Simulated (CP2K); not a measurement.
Runs of CP2K 2026.2 on Se. It takes space group P3_121 (No. 152, trigonal). Conventional cell: a = 4.366 Å, b = 4.366 Å, c = 4.954 Å, α = 90.00°, β = 90.00°, γ = 120.00°. Se (site symmetry 2) has 2 Se at 2.37 Å as nearest neighbours. 

| level | potentials or basis | spin | smearing | EPS_DEFAULT | k points reduced by the point group | NGRIDS | basis sets | potentials | gap on the mesh (eV) | pressure (GPa) | largest force (eV/Å) |
| --- | --- | --- | --- | --- | --- | --- | --- | --- | --- | --- | --- |
| TB-mBJ | POTENTIAL_UZH Se GTH-PBE-q6; TZVP-MOLOPT-PBE-GTH basis | off | fermi-dirac 0.0259 eV | 1.0E-10 | yes | 4 | Se TZVP-MOLOPT-PBE-GTH-q6 | Se GTH-PBE-q6 of POTENTIAL_UZH | (a) | - | - |
| PBE | GTH_SOC_POTENTIALS Se GTH-PBE-q6; TZVP-MOLOPT-PBE-GTH basis | SOC, no magnetisation | fermi-dirac 0.05 eV | 1.0E-10 | - | 4 | Se TZVP-MOLOPT-PBE-GTH-q6 | Se GTH-PBE-q6 of GTH_SOC_POTENTIALS | - | 3.6 | 0.63 |
| r2SCAN | POTENTIAL_UZH Se GTH-SCAN-q6; TZVP-MOLOPT-SCAN-GTH basis | off | fermi-dirac 0.05 eV | 1.0E-10 | yes | 4 | Se TZVP-MOLOPT-SCAN-GTH-q6 | Se GTH-SCAN-q6 of POTENTIAL_UZH | 1.39 | (c) | 0.17 |
| LDA | GTH_POTENTIALS Se GTH-PADE-q6; TZVP-MOLOPT-PBE-GTH basis | off | fermi-dirac 0.05 eV | 1.0E-9 | yes | 4 | Se TZVP-MOLOPT-PBE-GTH-q6 | Se GTH-PADE-q6 of GTH_POTENTIALS | (b) | -0.4 | (d) |
| PBE | POTENTIAL_UZH Se GTH-PBE-q6; TZVP-MOLOPT-PBE-GTH basis | off | fermi-dirac 0.05 eV | 1.0E-10 | yes | 5 | Se TZVP-MOLOPT-PBE-GTH-q6 | Se GTH-PBE-q6 of POTENTIAL_UZH | 1.20 | 3.6 | 0.63 |
| PBEsol | POTENTIAL_UZH Se GTH-PBE-q6; TZVP-MOLOPT-PBE-GTH basis | off | fermi-dirac 0.0259 eV | 1.0E-10 | yes | 5 | Se TZVP-MOLOPT-PBE-GTH-q6 | Se GTH-PBE-q6 of POTENTIAL_UZH | 1.10 | 1.9 | 0.74 |

Alike in all rows: task band structure; cell as given; k mesh 7 × 7 × 6.

Task: Estimate the missing entries.

Result: (a) 1.48; (b) 1.11; (c) 1.4; (d) 0.41.

Caveats: the basis of atomic orbitals isn't converged, which shifts pressures, moduli and gaps; the mesh misses the band edges, which the band path finds closer together (some runs); the potentials were made for another functional, which shifts forces and pressure (some runs); this is a model potential without an energy functional, so only levels have meaning (some runs).

A k mesh can miss the band edges, and rows without SOC leave out spin-orbit coupling on Se.
